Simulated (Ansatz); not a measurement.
A run of Ansatz 0.2.0 is set up as follows.

File input.yaml:

```yaml
crystal:
  lattice:
    - [-1.805, 1.805, 1.805]
    - [1.805, -1.805, 1.805]
    - [1.805, 1.805, -1.805]
  atoms:
    - { symbol: Hf, position: [0.0, 0.0, 0.0] }
hamiltonian:
  xc: pbe
  pseudopotentials: { kind: paw_fr }
magnetization:
  noncollinear: true
  spin_orbit: true
kpoints:
  mp_grid: { grid: [7, 7, 7] }
  band_path:
    path:
      - [[0.0, 0.0, 0.0], [0.5, -0.5, 0.5], [0.0, 0.0, 0.5], [0.0, 0.0, 0.0], [0.25, 0.25, 0.25], [0.5, -0.5, 0.5]]
      - [[0.25, 0.25, 0.25], [0.0, 0.0, 0.5]]
    npoints: 14
scf:
  occupations: { method: fermi_dirac, width: 0.05 }
  n_extra_bands: 6
output:
  forces: true
  stress: true
  eigenvalues: true
  fatbands: false
  write_density: true
  write_potential: true
  elf: true
  volumetric_format: npy
```

Potentials or basis: Ansatz PAW.

Command:

```bash
$ ansatz run input.yaml --threads 2 --pin off --max-ram 5632MiB --backend cpu --events-out ev --progress --plain --runs-dir out
```

Question: Estimate the band gap on the k mesh.

Answer: None (metal or under the smearing width).

Question: What does it give for the pressure?

Answer: -4.3 GPa.

Levels at the corners of the path, in eV from the Fermi level:
| point | band 22 | band 23 | band 24 | band 25 | band 26 | band 27 | band 28 | band 29 | band 30 | band 31 |
| --- | --- | --- | --- | --- | --- | --- | --- | --- | --- | --- |
| Γ | -10.71 | -6.85 | -6.85 | 1.36 | 1.36 | 1.36 | 1.36 | 1.70 | 1.70 | 4.16 |
| H | -10.72 | -2.36 | -2.36 | -2.36 | -2.36 | 5.61 | 5.61 | 6.25 | 6.25 | 6.25 |
| N | -10.71 | -3.21 | -3.21 | -0.42 | -0.42 | 0.83 | 0.83 | 3.93 | 3.93 | 4.88 |
| Γ | -10.71 | -6.85 | -6.85 | 1.36 | 1.36 | 1.36 | 1.36 | 1.70 | 1.70 | 4.16 |
| P | -10.73 | -0.99 | -0.99 | -0.48 | -0.48 | -0.48 | -0.48 | 5.03 | 5.03 | 5.03 |
| H | -10.72 | -2.36 | -2.36 | -2.36 | -2.36 | 5.61 | 5.61 | 6.25 | 6.25 | 6.25 |
| P | -10.73 | -0.99 | -0.99 | -0.48 | -0.48 | -0.48 | -0.48 | 5.03 | 5.03 | 5.03 |
| N | -10.71 | -3.21 | -3.21 | -0.42 | -0.42 | 0.83 | 0.83 | 3.93 | 3.93 | 4.88 |
